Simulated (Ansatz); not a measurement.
Crystal: KBr.

```
Br K
1.0
     0.00000    3.30000    3.30000
     3.30000    0.00000    3.30000
     3.30000    3.30000    0.00000
Br K
1 1
Direct
  0.50000 0.50000 0.50000
  0.00000 0.00000 0.00000
```

* Program: Ansatz 0.2.0
* Task: relaxation of cell and atoms
* Functional: revPBE
* Potentials or basis: Ansatz PAW
* Cutoff: 420 eV (not typed: the program's choice for these potentials)
* k mesh: 7 × 7 × 7
* Occupations: fermi-dirac, width 0.05 eV
* Spin: no spin polarisation

At the start: volume 35.94 Å³/atom.

Q: How do energy, volume and symmetry change on relaxing?

A: It ends after 5 steps and the volume is 40.94 Å³/atom (+13.9 %); space group Fm-3m (No. 225, to 0.05 Å).

Step by step:
```
step  energy change (eV)  largest force (eV/Å)  volume (Å³)
   1              0.0000                0.0000        71.87
   2             -0.0356                0.0000        76.04
   3             -0.0507                0.0000        80.68
   4             -0.0513                0.0000        81.88
   5             -0.0514                0.0000        81.88
```

Final structure:
```
CELL_PARAMETERS angstrom
0.00000 3.44653 3.44653
3.44653 0.00000 3.44653
3.44653 3.44653 0.00000
ATOMIC_POSITIONS crystal
Br 0.50000 0.50000 0.50000
K 0.00000 0.00000 0.00000
```

Caveat: the plane-wave basis is chosen anew once the cell has moved, so the energies of steps on either side of that aren't comparable; the PAW data sets come from PBE, with cores solved anew for the run's functional, which leaves a small shift of forces and pressure.
